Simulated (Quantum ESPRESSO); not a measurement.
## Fitting the r2SCAN energy curve of MgO

It takes space group Fm-3m (No. 225, cubic). The conventional cell has a = 4.194 Å, b = 4.194 Å, c = 4.194 Å, α = 90.00°, β = 90.00°, γ = 90.00°. Mg (site symmetry m-3m) has 6 O at 2.10 Å as nearest neighbours. O (site symmetry m-3m) is surrounded by 6 Mg at 2.10 Å.

The cell is a database's computed one, not the measured one.

The cell was scaled at fixed shape and fractions and run with Quantum ESPRESSO, SG15 PBE 1.2, cutoff 1197 eV; r2SCAN, k mesh 8 × 8 × 8 on the cell of 2 atoms, fermi-dirac occupations of 0.05 eV, no spin polarisation, no spin-orbit coupling. The potentials were made for PBE. Energies are those that the program minimises, any entropy of the smearing included.

```csv
V (Å³/atom),energy over the lowest row (meV/atom)
8.6681,30.73
8.8525,?
9.0370,6.37
9.2214,1.17
9.4058,0.00
9.5902,2.51
9.7747,8.34
```

Question: Fit the third-order Birch-Murnaghan form, give V0, B0 and B′, and predict the energy left open.

Answer: With y = (V0/V)^(2/3), E = E0 + (9 V0 B0/16) [(y - 1)³ B′ + (y - 1)² (6 - 4y)]. Least squares through the rows shown give V0 = 9.3692 Å³/atom, E0 = -0.07 meV, B0 = 164.9 GPa (1 eV/Å³ = 160.218 GPa) and B′ = 4.08, with a largest miss of 0.01 meV. At V = 8.8525 the form with these constants gives 16.07 meV; the run gave 16.07 meV an atom. Measured volume: 9.339 Å³/atom at 300 K (arxiv:1807.05012), so the fit lies +0.3 % from it. The runs are for a static lattice.

The curve describes a stiff ionic solid whose equilibrium volume is set by the balance between Madelung attraction and the short-range Pauli repulsion of closed-shell Mg²⁺ and O²⁻ ions. Because the repulsion rises much faster on compression than the attraction does, the well is steeper on the small-volume side and the crystal stiffens under pressure, as the positive B′ of 4.08 expresses. The database cell lies on the compressed side of the fitted minimum, which probably reflects a different computational setup.

Zero-point motion and thermal expansion would enlarge the lattice and normally soften it. The close match to the room-temperature volume therefore somewhat flatters the calculation: the underlying overestimate is probably larger than +0.3 %, and 164.9 GPa should be read as an upper-side estimate for the same model at room temperature. Recovering the omitted energy shows that the curve is smooth and the form adequate for interpolation, but it is no test of the functional's accuracy or of extrapolation to strong compression.
